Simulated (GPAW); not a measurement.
Set up this calculation in GPAW 26.7.0, as an ASE script.

```yaml
Task: relaxation of cell and atoms
Functional: PBE
Potentials_or_basis: GPAW PAW data sets (gpaw-data 1.2.1)
Cutoff: 800 eV
Basis: pw
k_mesh: 11 × 11 × 11
Occupations: fermi-dirac, width 0.05 eV
Spin: no spin polarisation
Target_pressure: -2 GPa
Maxiter: 150
Optimizer: FIRE
Fmax: 0.02 eV/Å
Max_steps: 100
Target_pressure: -2 GPa
Convergence: density=1e-05 forces=0.0001
```

TiC:

```xyz
2
Lattice="0.0000 2.1657 2.1657 2.1657 0.0000 2.1657 2.1657 2.1657 0.0000" Properties=species:S:1:pos:R:3 pbc="T T T"
Ti    0.0000    0.0000    0.0000
C     2.1657    2.1657    2.1657
```

The cell is a database's computed one.

One way to write it, as run:

run.py

```python
from ase import Atoms
from ase.filters import FrechetCellFilter
from ase.io import write
from ase.optimize import FIRE
from ase.units import GPa
from gpaw import GPAW, PW

atoms = Atoms(['Ti', 'C'],
              cell=[[0.0, 2.1657188437, 2.1657188437],
                    [2.1657188437, 0.0, 2.1657188437],
                    [2.1657188437, 2.1657188437, 0.0]],
              scaled_positions=[[0.0, 0.0, 0.0],
                                [0.5, 0.5, 0.5]],
              pbc=True)

calc = GPAW(mode=PW(800),
            xc='PBE',
            kpts={'size': (11, 11, 11), 'gamma': True},
            occupations={'name': 'fermi-dirac', 'width': 0.05},
            nbands=18,
            convergence={'density': 1e-05, 'forces': 0.0001},
            maxiter=150,
            txt='gpaw.txt')
atoms.calc = calc
opt = FIRE(FrechetCellFilter(atoms, scalar_pressure=-2 * GPa), trajectory='relax.traj', logfile='-')
done = opt.run(fmax=0.02, steps=100)
calc.write('gs.gpw')
write('result.traj', atoms)
print('Converged:', done)
print('Cell:', atoms.cell.cellpar().round(4))
print('Volume:', round(atoms.get_volume(), 4))
print(atoms.get_scaled_positions().round(5))
```

Potentials or basis: GPAW PAW data sets (gpaw-data 1.2.1), pw.

Run with:

```sh
$ OMP_NUM_THREADS=1 python run.py
```

Results of the run:

The relaxed volume is 10.29 Å³/atom. The relaxed cell is a = 3.076 Å, b = 3.076 Å, c = 3.076 Å, α = 60.00°, β = 60.00°, γ = 60.00°. The space group after relaxing (to 0.05 Å) is Fm-3m (No. 225) and the energy change on relaxing (the enthalpy is what falls) is +0.1 meV/atom. The ionic steps are 7, the pressure after relaxing is -2.3 GPa and the band gap on the k mesh is none (metal or under the smearing width).

Caveat: later steps reuse the first step's grids.

Run time: 120 s on 1 thread of Arm Neoverse V1 (shared host), peak memory 0.24 GiB.
